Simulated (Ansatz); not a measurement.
Runs of Ansatz 0.2.0 on BN. Symmetry: P6_3/mmc, No. 194, hexagonal system. Conventional cell: a = 2.498 Å, b = 2.498 Å, c = 6.636 Å, α = 90.00°, β = 90.00°, γ = 120.00°. Around N (site symmetry -6m2) lie 3 B at 1.44 Å. B (site symmetry -6m2) is surrounded by 3 N at 1.44 Å. 

```tsv
task	level	potentials or basis	k mesh	cutoff (eV)	smearing	points for each segment of the path	gap on the mesh (eV)	V0 of scaled cells (Å³/atom)	B0 (GPa)
Born charges and dielectric tensor	r2SCAN	Ansatz PAW	12 × 12 × 4	500	fixed	-	4.85	-	-
band structure	LDA	JTH PAW LDA	12 × 12 × 4	1350	fermi-dirac 0.05 eV	14	(a)	-	-
equation of state	RPBE	Ansatz PAW	12 × 12 × 4	420	fermi-dirac 0.05 eV	-	-	9.30	228
phonons	PBE	Ansatz PAW	10 × 10 × 4	420	fixed	-	4.25	-	-
equation of state	PBEsol	PseudoDojo PBEsol stringent	12 × 12 × 4	1143	fermi-dirac 0.05 eV	-	-	9.06	(b)
```

Alike in all rows: no spin polarisation; cell as given.

Task: Fill in the values left out.

Result: (a) 4.09; (b) 242.

Caveats: this functional lacks dispersion, which binds the layers, so the pressure and a relaxed spacing across them are unreliable (some runs); the cell was scaled at fixed shape and fractional positions, which overstates the stiffness of a crystal with free parameters, most of all of layers and chains (some runs); the PAW data sets come from PBE, with cores solved anew for the run's functional, which leaves a small shift of forces and pressure (some runs); the potentials were made for another functional, which shifts forces and pressure (some runs).

A k mesh can miss the band edges.
